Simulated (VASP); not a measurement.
Input:

```
CELL_PARAMETERS angstrom
      4.20901     0.00000     0.00000
      0.00000     4.20901     0.00000
      0.00000     0.00000     4.20901
ATOMIC_POSITIONS crystal
  Cs 0.00000 0.00000 0.00000
  Cl 0.50000 0.50000 0.50000
```

These are PBE GGA, VASP's PBE PAW potentials (set 64) (plane waves; VASP) values and carry that method's errors. Settings: 400 eV cut-off, 6×6×6 Γ-centred mesh, Gaussian smearing of 0.010 eV, potentials Cs_sv Cl.

Give the electronic dielectric tensor ε∞ (DFPT, local fields included).

```
2.74  0.00  0.00
0.00  2.74  0.00
0.00  0.00  2.74
```

Give the Born effective charges.

```tsv
atom	Z*xx	Z*yy	Z*zz	mean
Cs1	1.32	1.32	1.32	1.32
Cl2	-1.32	-1.32	-1.32	-1.32
```

And the static tensor with the ions free?

```
10.1  0.00  0.00
0.00  10.1  0.00
0.00  0.00  10.1
```

Which frequencies do the optical Γ-point modes have (no LO-TO splitting)?

75 (×3) cm⁻¹.

The compound is CsCl in the CsCl type structure. It was relaxed first, which changed the volume by +7 %.
